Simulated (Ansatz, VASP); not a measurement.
This is a calculation of I for Ansatz 0.2.0.

The input input.yaml:

```yaml
crystal:
  lattice:
    - [2.5551573114, -3.7311728369, 0.0]
    - [2.5551573114, 3.7311728369, 0.0]
    - [-1.6316094203, 0.0, 2.3968671159]
  atoms:
    - { symbol: I, position: [0.5, 0.5, 0.5] }
hamiltonian:
  xc: pbe
  pseudopotentials: { kind: paw }
kpoints:
  mp_grid: { grid: [7, 7, 11] }
scf:
  occupations: { method: fermi_dirac, width: 0.05 }
output:
  forces: true
  stress: true
  eigenvalues: true
```

Potentials or basis: Ansatz PAW.

The run is started by

```sh
$ ansatz run input.yaml --threads 2 --pin off --max-ram 5120MiB --backend cpu --events-out ev --progress --plain --runs-dir out
```

Question: Set up the same calculation for VASP 6.6.1. Potentials there: VASP PAW PBE potentials, release 64 (I).

Answer: As run (the cutoff follows the program's own potentials):

INCAR

```
SYSTEM = I
PREC     = Accurate       ! precision mode
ENCUT    = 520            ! plane-wave cutoff, eV
EDIFF    = 1E-7           ! SCF threshold, eV
ISMEAR   = -1             ! smearing method
SIGMA    = 0.05           ! smearing width, eV
LREAL    = .False.        ! projectors in reciprocal space
LASPH    = .True.         ! aspherical terms in the spheres
NELM     = 80             ! most SCF steps
ALGO     = Normal         ! electronic algorithm
ISIF     = 2              ! what is computed and relaxed
LWAVE    = .False.        ! write WAVECAR
LCHARG   = .False.        ! write CHGCAR
GGA      = PE             ! functional
NBANDS   = 10             ! bands
```

File KPOINTS:

```
regular mesh
0
Gamma
  7 7 11
  0 0 0
```

POSCAR

```
I
1.0
    2.5551573114     -3.7311728369      0.0000000000
    2.5551573114      3.7311728369      0.0000000000
   -1.6316094203      0.0000000000      2.3968671159
I
1
Direct
    0.5000000000      0.5000000000      0.5000000000
```

Potentials or basis: VASP PAW PBE potentials, release 64 (I).

Command:

```console
$ cat potpaw_PBE.64/I/POTCAR > POTCAR
$ mpirun -np 1 vasp_std > vasp.out
```

Both were run:

|  | VASP | Ansatz | Ansatz less VASP |
| --- | --- | --- | --- |
| gap on the k mesh at the Fermi level (eV) | none | none | - |
| pressure (GPa) | 0.6 | 0.7 | +0.06 |
| largest component of the traceless stress (GPa) | 0.20 | 0.31 | +0.107 |

A gap of «none» marks a metal or a gap that the smearing closes. The two sets of potentials don't hold the same shells in valence.

Caveats: an odd number of electrons without spin polarisation forces a metal; a magnetic or distorted state may lie lower. The runs have no spin-orbit coupling, so splittings on I are missing.
